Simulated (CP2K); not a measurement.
Runs of CP2K 2026.2 on HfO2. The structure is orthorhombic, space group Pnma (No. 62). Conventional cell: a = 5.556 Å, b = 3.334 Å, c = 6.505 Å, α = 90.00°, β = 90.00°, γ = 90.00°. Around Hf (site symmetry m) lie 7 O at 2.14 to 2.27 Å. O (site symmetry m) is surrounded by 4 Hf at 2.14 to 2.17 Å. Around O (site symmetry m) lie 3 Hf at 2.16 to 2.27 Å. Measurements of this composition are mostly on another form, of space group No. 14.

```csv
task,level,points a segment of the path (NPOINTS),bands added on the path,gap on the mesh (eV),pressure (GPa),largest force (eV/Å)
single point,AM05,-,-,3.32,-9.0,0.17
single point,PW91,-,-,(b),-2.8,0.15
band structure,TPSS,10,6,3.53,-4.8,(a)
band structure,PBEsol,10,6,3.31,-9.4,0.14
single point,PBE,-,-,3.42,-2.3,0.14
```

Alike in all rows: potentials or basis POTENTIAL_UZH Hf GTH-PBE-q12, O GTH-PBE-q6; DZVP-MOLOPT-PBE-GTH basis; no spin polarisation; cell as given; k mesh 4 × 6 × 3; smearing fermi-dirac 0.05 eV.

Problem. Fill in the values left out.

Solution. (a) 0.05; (b) 3.43.

Caveats: spin-orbit coupling is left out, which moves the levels of the heavy elements; the basis of atomic orbitals isn't converged, which shifts pressures, moduli and gaps; the potentials were made for another functional, which shifts forces and pressure (some runs); an odd mesh through Γ misses points on the zone boundary, where band edges often lie (some runs).

A k mesh can miss the band edges, and the runs leave out spin-orbit coupling on Hf.
